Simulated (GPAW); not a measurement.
Input of a GPAW 26.7.0 run:

File run.py:

```python
from ase.dft.bandgap import bandgap
from ase.io import read, write
from ase.units import GPa
from gpaw import GPAW, PW

atoms = read('POSCAR')

calc = GPAW(mode=PW(450),
            xc='PBE',
            kpts={'size': (6, 6, 6), 'gamma': True},
            occupations={'name': 'fermi-dirac', 'width': 0.05},
            nbands=18,
            convergence={'density': 1e-05, 'energy': 1e-05},
            maxiter=80,
            txt='gpaw.txt')
atoms.calc = calc
energy = atoms.get_potential_energy()
forces = atoms.get_forces()
stress = atoms.get_stress()
calc.write('gs.gpw')
write('result.traj', atoms)
print(f'Energy: {energy:.6f} eV')
print('Forces (eV/A):')
print(forces.round(4))
print('Stress (GPa):', (stress / GPa).round(3))
print('Fermi level:', round(calc.get_fermi_level(), 4), 'eV')
print(f'Gap: {bandgap(calc)[0]:.4f} eV, direct: {bandgap(calc, direct=True)[0]:.4f} eV')
```

The input POSCAR:

```
CdTe
1.0
    0.0000000000      3.2050000000      3.2050000000
    3.2050000000      0.0000000000      3.2050000000
    3.2050000000      3.2050000000      0.0000000000
Te Cd
1 1
Direct
    0.7500000000      0.7500000000      0.7500000000
    0.0000000000      0.0000000000      0.0000000000
```

Potentials or basis: GPAW PAW data sets (gpaw-data 1.2.1), pw.

Launch:

```sh
$ OMP_NUM_THREADS=1 python run.py
```

Problem. Predict the pressure.

Solution. 3.2 GPa.

Problem. Predict the band gap on the k mesh.

Solution. 0.87 eV, direct.

Caveat: the cutoff is short for stress and forces, so pressures can be off by a GPa or more; spin-orbit coupling is left out, which moves the levels of the heavy elements.

**What was measured.**

A printed reference work, data compilation reports, for a bulk crystal of CdTe at 0 K: band gap 1.607 eV.

Against the measured gap of CdTe, 1.607 eV (0 K; a printed reference work, data compilation), the calculated 0.87 eV is off by -0.74 eV. Spin-orbit coupling on Cd, Te is left out. The value is that of PBE, without temperature or zero-point motion. Semilocal functionals fall short of measured gaps as a rule.
